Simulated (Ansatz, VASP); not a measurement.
## ZnSe (Stilleite): VASP and Ansatz over several settings

```
CELL_PARAMETERS angstrom
0.00000 2.87109 2.87109
2.87109 0.00000 2.87109
2.87109 2.87109 0.00000
ATOMIC_POSITIONS crystal
Se 0.75000 0.75000 0.75000
Zn 0.00000 0.00000 0.00000
```

Change from the starting cell: volume scaled by 1.04.

Single points on this cell with VASP 6.6.1 and Ansatz 0.2.0. Each row is one pair of runs. Alike in all rows: spin: off; k mesh: 8 × 8 × 8; smearing: fermi-dirac, width 0.05 eV; VASP's potentials, cutoff: VASP PAW PBE potentials, release 64 (Se, Zn), 520 eV.

```csv
level,"Ansatz's potentials, cutoff","gap on the k mesh at the Fermi level (eV), VASP","gap on the k mesh at the Fermi level (eV), Ansatz","least direct gap on the mesh (eV), VASP","least direct gap on the mesh (eV), Ansatz","pressure (GPa), VASP","pressure (GPa), Ansatz"
PBE,"Ansatz PAW, 420 eV",1.13,1.13,1.13,1.13,-0.1,-0.3
PBE,"JTH PAW, 1080 eV",1.13,?,1.13,?,-0.1,?
PBE,"SPMS NC, 816 eV",1.13,1.13,1.13,1.13,-0.1,-0.2
```

**Question.** Fill in what Ansatz gave in row 2.

**Answer.** gap on the k mesh at the Fermi level (eV): 1.14; least direct gap on the mesh (eV): 1.14; pressure (GPa): -0.3.
